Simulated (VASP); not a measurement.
# CoSi2 (Fm-3m) in VASP: notebook

One crystal, CoSi2, is run at these levels: PBE; tasks: single point.

All numbers are computed with VASP 6.6.1; they aren't measurements. Logs are shortened: lines on timing, memory, paths and dates and some standing lists are left out, and cuts for length are marked.

### Step 1. Starting point

It takes space group Fm-3m (No. 225, cubic). Conventional cell: a = 5.356 Å, b = 5.356 Å, c = 5.356 Å, α = 90.00°, β = 90.00°, γ = 90.00°. Around Co (site symmetry m-3m) lie 8 Si at 2.32 Å. Si (site symmetry -43m) has 4 Co at 2.32 Å as nearest neighbours.

### Step 2. Single point, PBE, collinear spin, typed start

INCAR reads:

```
  PREC = Accurate
  ENCUT = 520
  EDIFF = 1E-7
  ISMEAR = 0
  SIGMA = 0.02
  LREAL = F
  LASPH = T
  NELM = 150
  ALGO = Normal
  ISIF = 2
  LWAVE = F
  LCHARG = T
  ISPIN = 2
  MAGMOM = 2 0 0
  LORBIT = 11
  LMAXMIX = 4
  GGA = PE
  LELF = T
  LVHAR = T
  NBANDS = 20
```

KPOINTS reads:

```
Automatic mesh
0
Gamma
  11 11 11
```

POSCAR reads:

```
CoSi2
1.0
    0.0000000000      2.6780000000      2.6780000000
    2.6780000000      0.0000000000      2.6780000000
    2.6780000000      2.6780000000      0.0000000000
Co Si
1 2
Direct
    0.0000000000      0.0000000000      0.0000000000
    0.7500000000      0.7500000000      0.7500000000
    0.2500000000      0.2500000000      0.2500000000
```

Potentials or basis: VASP PAW PBE potentials, release 64 (Co, Si).

Started as:

```sh
> cat potpaw_PBE.64/Co/POTCAR potpaw_PBE.64/Si/POTCAR > POTCAR
> mpirun -np 1 vasp_std > vasp.out
```

OUTCAR:

```text
PREC = Accurate
   ENCUT = 520
   EDIFF = 1E-7
   ISMEAR = 0
   LREAL = F
   LASPH = T
   NELM = 150
   ISIF = 2
   ISPIN = 2
   LORBIT = 11
   GGA = PE

 ion  position               nearest neighbor table
   1  0.000  0.000  0.000-   2 2.32   3 2.32   2 2.32   2 2.32   3 2.32   2 2.32   3 2.32   3 2.32

   2  0.750  0.750  0.750-   1 2.32   1 2.32   1 2.32   1 2.32   3 2.68   3 2.68   3 2.68   3 2.68
                             3 2.68   3 2.68
   3  0.250  0.250  0.250-   1 2.32   1 2.32   1 2.32   1 2.32   2 2.68   2 2.68   2 2.68   2 2.68
                             2 2.68   2 2.68

  LATTYP: Found a face centered cubic cell.
 ALAT       =     5.3560000000

  Lattice vectors:

 A1 = (   0.0000000000,   2.6780000000,   2.6780000000)
 A2 = (   2.6780000000,   0.0000000000,   2.6780000000)
 A3 = (   2.6780000000,   2.6780000000,   0.0000000000)

Analysis of symmetry for initial positions (statically):
=====================================================================
 Subroutine PRICEL returns:
 Original cell was already a primitive cell.

 Routine SETGRP: Setting up the symmetry group for a
 face centered cubic supercell.

 Subroutine GETGRP returns: Found 48 space group operations
 (whereof 48 operations were pure point group operations)
 out of a pool of 48 trial point group operations.

The static configuration has the point symmetry O_h .

Analysis of symmetry for dynamics (positions and initial velocities):
=====================================================================
 Subroutine PRICEL returns:
 Original cell was already a primitive cell.

 Routine SETGRP: Setting up the symmetry group for a
 face centered cubic supercell.

 Subroutine GETGRP returns: Found 48 space group operations
 (whereof 48 operations were pure point group operations)
 out of a pool of 48 trial point group operations.

The dynamic configuration has the point symmetry O_h .

Analysis of structural, dynamic, and magnetic symmetry:
=====================================================================
 Subroutine PRICEL returns:
 Original cell was already a primitive cell.

 Routine SETGRP: Setting up the symmetry group for a
 face centered cubic supercell.

 Subroutine GETGRP returns: Found 48 space group operations
 (whereof 48 operations were pure point group operations)
 out of a pool of 48 trial point group operations.

The overall configuration has the point symmetry O_h .

 Subroutine INISYM returns: Found 48 space group operations
 (whereof 48 operations are pure point group operations),
 and found     1 'primitive' translations
[... 123 lines left out ...]
   LHFCALC =     F    Hartree Fock is set to
   AEXX    =    0.0000 exact exchange contribution
   IVDW    =     0    specifies the selected vdW correction
   LEPSILON=     F    determine dielectric tensor
   LRPA    =     F    only Hartree local field effects (RPA)
 spin polarized calculation
 Gauss-broadening in eV      SIGMA  =   0.02
  energy-cutoff  :      520.00
  volume of cell :       38.41
 maximum number of plane-waves:      1044
   NGX = 15   NGY = 15   NGZ = 15

 number of electron      16.9999995 magnetization       0.0001860

 number of electron      16.9999995 magnetization      -0.0000157

 Free energy of the ion-electron system (eV)
  ---------------------------------------------------
  ext. energy  EPLUGINS =         0.00000000
  ---------------------------------------------------
  free energy    TOTEN  =       -19.29625298 eV

  energy without entropy =      -19.29608039  energy(sigma->0) =      -19.29616668

 E-fermi :  10.0774     XC(G=0): -11.7466

 val. band max:       10.0649791830   @ k =  -0.2727   0.2727   0.0000
 cond. band min:      10.1009745669   @ k =   0.3636   0.1818   0.0000
 fundamental gap:      0.0359953839
 Fermi energy:        10.0773542368

 spin component 1

 k-point     1 :       0.0000    0.0000    0.0000
  band No.  band energies     occupation
      1      -3.0320      1.00000
      2       6.0136      1.00000
      3       6.0136      1.00000
      4       6.0136      1.00000
      5       8.1823      1.00000
      6       8.1823      1.00000
[... 541 lines left out ...]
     19      24.2806      0.00000
     20      26.1738      0.00000

 [... further k-points ...]

 spin component 2

 k-point     1 :       0.0000    0.0000    0.0000
  band No.  band energies     occupation
      1      -3.0320      1.00000
      2       6.0136      1.00000
      3       6.0136      1.00000
      4       6.0136      1.00000
      5       8.1823      1.00000
      6       8.1823      1.00000
[... 541 lines left out ...]
     19      24.2806      0.00000
     20      26.1738      0.00000

 [... further k-points ...]

------------------------ aborting loop because EDIFF is reached ----------------------------------------

  FORCE on cell =-STRESS in cart. coord.  units (eV):
  Direction    XX          YY          ZZ          XY          YZ          ZX
  --------------------------------------------------------------------------------------
  -------------------------------------------------------------------------------------
  Total        0.0324684      0.0324684      0.0324684     -0.0000000     -0.0000000      0.0000000
  in kB        1.3542847      1.3542847      1.3542847     -0.0000000     -0.0000000      0.0000000
  external PRESSURE =       1.3542847 kB  Pullay stress =       0.0000000 kB

 VOLUME and BASIS-vectors are now :
 -----------------------------------------------------------------------------
  energy-cutoff  :      520.00
  volume of cell :       38.41
      direct lattice vectors                 reciprocal lattice vectors
     0.000000000  2.678000000  2.678000000    -0.186706497  0.186706497  0.186706497
     2.678000000  0.000000000  2.678000000     0.186706497 -0.186706497  0.186706497
     2.678000000  2.678000000  0.000000000     0.186706497  0.186706497 -0.186706497

 POSITION                                       TOTAL-FORCE (eV/Angst)
 -----------------------------------------------------------------------------------
      0.00000      0.00000      0.00000         0.000000     -0.000000     -0.000000
      4.01700      4.01700      4.01700        -0.000000      0.000000     -0.000000
      1.33900      1.33900      1.33900         0.000000      0.000000      0.000000
 -----------------------------------------------------------------------------------
    total drift:                               -0.000000     -0.000000      0.000000

  FREE ENERGIE OF THE ION-ELECTRON SYSTEM (eV)
  ---------------------------------------------------
  free  energy   TOTEN  =       -19.2962529761 eV

  energy  without entropy=      -19.2960803917  energy(sigma->0) =      -19.29616668

 total charge

# of ion       s       p       d       tot
------------------------------------------
    1        0.540   0.720   7.594   8.854
    2        0.716   0.873   0.000   1.590
    3        0.716   0.873   0.000   1.590
--------------------------------------------------
tot          1.973   2.467   7.594  12.034

 magnetization (x)

# of ion       s       p       d       tot
------------------------------------------
    1       -0.000  -0.000  -0.000  -0.000
    2        0.000   0.000   0.000   0.000
    3        0.000   0.000   0.000   0.000
--------------------------------------------------
tot          0.000   0.000  -0.000  -0.000
```

It took 87 s on 1 thread of Intel Xeon 6975P-C (Granite Rapids), shared host; peak memory 0.21 GiB.

Results:

- Free energy: -19.2963 eV
- Pressure: 0.1 GPa
- Band gap on the k mesh: none (metal or under the smearing width)
- Net moment: 0.00 μB per cell
- Valence electrons inside the program's atomic spheres: Co 8.85; Si 1.59

Levels at points of the mesh, in eV from the Fermi level:
Spin up:
```
           k point  band 5  band 6  band 7  band 8  band 9  band 10  band 11  band 12  band 13  band 14
(0.00, 0.00, 0.00)   -1.90   -1.90    0.77    3.42    3.42     3.42     3.46     3.46     3.46     5.68
```
Spin down:
```tsv
k point	band 6	band 7	band 8	band 9	band 10	band 11	band 12	band 13
(0.00, 0.00, 0.00)	-1.90	0.77	3.42	3.42	3.42	3.46	3.46	3.46
```

Caveat: the starting moments collapsed, and a magnetic state may lie lower.

### Step 3. Single point, PBE

INCAR reads:

```
PREC     = Accurate       # precision mode
ENCUT    = 520            # plane-wave cutoff, eV
EDIFF    = 1E-7           # SCF threshold, eV
ISMEAR   = 0              # smearing method
SIGMA    = 0.02           # smearing width, eV
LREAL    = False          # projectors in reciprocal space
LASPH    = True           # aspherical terms in the spheres
NELM     = 100            # most SCF steps
ALGO     = Normal         # electronic algorithm
ISIF     = 2              # what is computed and relaxed
LWAVE    = False          # write WAVECAR
LCHARG   = False          # write CHGCAR
GGA      = PE             # functional
NBANDS   = 16             # bands
```

KPOINTS is that of step 2.

POSCAR is that of step 2.

Potentials or basis: VASP PAW PBE potentials, release 64 (Co, Si).

Started as:

```sh
> cat potpaw_PBE.64/Co/POTCAR potpaw_PBE.64/Si/POTCAR > POTCAR
> mpirun -np 1 vasp_std > vasp.out
```

OUTCAR:

```text
PREC = Accurate
   ENCUT = 520
   EDIFF = 1E-7
   ISMEAR = 0
   LREAL = False
   LASPH = True
   NELM = 100
   ISIF = 2
   GGA = PE

 ion  position               nearest neighbor table
   1  0.000  0.000  0.000-   2 2.32   3 2.32   2 2.32   2 2.32   3 2.32   2 2.32   3 2.32   3 2.32

   2  0.750  0.750  0.750-   1 2.32   1 2.32   1 2.32   1 2.32   3 2.68   3 2.68   3 2.68   3 2.68
                             3 2.68   3 2.68
   3  0.250  0.250  0.250-   1 2.32   1 2.32   1 2.32   1 2.32   2 2.68   2 2.68   2 2.68   2 2.68
                             2 2.68   2 2.68

[... 654 lines left out ...]
  Direction    XX          YY          ZZ          XY          YZ          ZX
  --------------------------------------------------------------------------------------
  -------------------------------------------------------------------------------------
  Total        0.0347833      0.0347833      0.0347833     -0.0000000     -0.0000000      0.0000000
  in kB        1.4508404      1.4508404      1.4508404     -0.0000000     -0.0000000      0.0000000
  external PRESSURE =       1.4508404 kB  Pullay stress =       0.0000000 kB

 VOLUME and BASIS-vectors are now :
 -----------------------------------------------------------------------------
  energy-cutoff  :      520.00
  volume of cell :       38.41
      direct lattice vectors                 reciprocal lattice vectors
     0.000000000  2.678000000  2.678000000    -0.186706497  0.186706497  0.186706497
     2.678000000  0.000000000  2.678000000     0.186706497 -0.186706497  0.186706497
     2.678000000  2.678000000  0.000000000     0.186706497  0.186706497 -0.186706497

 POSITION                                       TOTAL-FORCE (eV/Angst)
 -----------------------------------------------------------------------------------
      0.00000      0.00000      0.00000        -0.000000     -0.000000     -0.000000
      4.01700      4.01700      4.01700         0.000000      0.000000      0.000000
      1.33900      1.33900      1.33900        -0.000000     -0.000000     -0.000000
 -----------------------------------------------------------------------------------
    total drift:                               -0.000000     -0.000000      0.000000

  FREE ENERGIE OF THE ION-ELECTRON SYSTEM (eV)
  ---------------------------------------------------
  free  energy   TOTEN  =       -19.2962530691 eV

  energy  without entropy=      -19.2960804648  energy(sigma->0) =      -19.29616677
```

Run time: 31 s. Hardware: 1 thread of Intel Xeon 6975P-C (Granite Rapids), shared host; peak memory 0.17 GiB.

What came out:

- Free energy: -19.2963 eV
- Pressure: 0.1 GPa
- Band gap on the k mesh: none (metal or under the smearing width)

Levels at points of the mesh, in eV from the Fermi level:
```tsv
k point	band 5	band 6	band 7	band 8	band 9	band 10	band 11	band 12	band 13	band 14
(0.00, 0.00, 0.00)	-1.90	-1.90	0.77	3.42	3.42	3.42	3.46	3.46	3.46	5.68
```

Spin polarisation is off, so any magnetic state and its effect on volume and gap are missing.
